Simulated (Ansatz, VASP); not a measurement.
As: VASP beside Ansatz

```
CELL_PARAMETERS angstrom
1.90361 1.09905 3.60816
-1.90361 1.09905 3.60816
0.00000 -2.19810 3.60816
ATOMIC_POSITIONS crystal
As 0.77371 0.77371 0.77371
As 0.22629 0.22629 0.22629
```

Alike in both runs: task single point; functional PBE; k mesh 10 × 10 × 10; occupations gaussian, width 0.2 eV; no spin polarisation.

|  | VASP | Ansatz |
| --- | --- | --- |
| version | VASP 6.6.1 | Ansatz 0.2.0 |
| potentials or method | VASP PAW PBE potentials, release 64 (As) | plane waves (420 eV) with PAW, scalar-relativistic |
| plane-wave cutoff (eV) | 520 | 420 |
| valence electrons in the cell | 10 | 30 |

```tsv
	VASP	Ansatz	Ansatz less VASP
pressure (GPa)	0.2	0.0	-0.24
largest component of the traceless stress (GPa)	0.09	0.02	-0.069
```

The two sets of potentials don't hold the same shells in valence.
